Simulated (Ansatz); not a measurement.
(001) slab cut from the bulk of Si, 15 Å of vacuum:

```
Si
1.0
     3.83191    0.00000    0.00000
    -1.91595    3.31853    0.00000
     0.00000    0.00000   25.31295
Si
8
Direct
  0.66667 0.33333 0.29629
  0.33333 0.66667 0.32790
  0.33333 0.66667 0.42156
  0.66667 0.33333 0.45317
  0.66667 0.33333 0.54683
  0.33333 0.66667 0.57844
  0.33333 0.66667 0.67210
  0.66667 0.33333 0.70371
```

Level of theory: DFT r2SCAN, scalar-relativistic, plane waves, PAW (Ansatz). Settings: cutoff 500 eV, Γ-centred mesh 9×9×1 on the computed 8-atom cell, Gaussian smearing of 0.05 eV; no spin polarisation. A dipole correction removes the field between periodic images along c.

This base run converges in 7 iterations with a largest force of 0.844 eV/Å and a work function of 4.93 eV on the top face.

One setting at a time is then changed, some of them on purpose to poor values; changes count from the base run, energies are extrapolated to zero smearing, γ keeps the base's bulk energy, atoms stay where they are, a change of functional drops any dispersion correction, and risky runs are capped at 50 to 100 iterations. The base run carries 0.00 μB a cell. Where the moment changes much, the run ended in another magnetic state, and its other changes belong to that and not to the setting alone.

Problem. What does each change do? no preconditioner, β = 0.7; occupations fermi-dirac 0.025 eV; isolated along c; functional PBE; vacuum of 3 Å; spin: collinear; the slab thinned to 4 atoms (same faces, atoms at the bulk's places); field of 1.5 V/Å along c; dipole ramp at c = 0.744.

Solution.
| change | outcome | SCF iterations | ΔE (meV/atom) | Δγ (J/m²) | Δφ top (eV) | largest force (eV/Å) | largest change of a force (eV/Å) | moment (μB a cell) |
| --- | --- | --- | --- | --- | --- | --- | --- | --- |
| no preconditioner, β = 0.7 | converged | 13 | 0.0 | 0.000 | 0.00 | 0.844 | 0.000 | 0.00 |
| occupations fermi-dirac 0.025 eV | converged | 7 | +0.1 | 0.000 | 0.00 | 0.844 | 0.003 | 0.00 |
| isolated along c | converged with warnings | 8 | 0.0 | 0.000 | 0.00 | 0.844 | 0.000 | 0.00 |
| functional PBE | converged | 8 |  |  | -0.13 | 0.760 | 0.159 | 0.00 |
| vacuum of 3 Å | converged with warnings | 9 | -269.4 | -1.358 |  | 1.365 | 2.029 | 0.00 |
| spin: collinear | converged with warnings | 17 | -46.2 | -0.233 |  | 0.644 | 0.201 | 2.00 |
| the slab thinned to 4 atoms (same faces, atoms at the bulk's places) | converged | 6 | +257.2 | -0.287 | -0.12 | 0.848 |  | 0.00 |
| field of 1.5 V/Å along c | converged with warnings | 21 | -132.8 |  |  | 0.978 | 0.215 | 0.00 |
| dipole ramp at c = 0.744 | converged with warnings | 19 | +134.0 | +0.675 |  | 4.660 | 3.996 | 0.00 |

The ramp of the dipole correction has to lie in the vacuum; near the atoms its field pushes on them.

The state reached may not be the lowest one. In some of the runs (vacuum 3, field 1.5, ramp position 0.744) charge leaks into the vacuum, so their work functions can be off.

The reference crystal is a form of Si, which isn't its usual structure.

Cost: 10 runs of about 13 core-minutes in all, on Intel Xeon Processor @ 2.50GHz (Skylake/Cascade Lake) (shared hosts).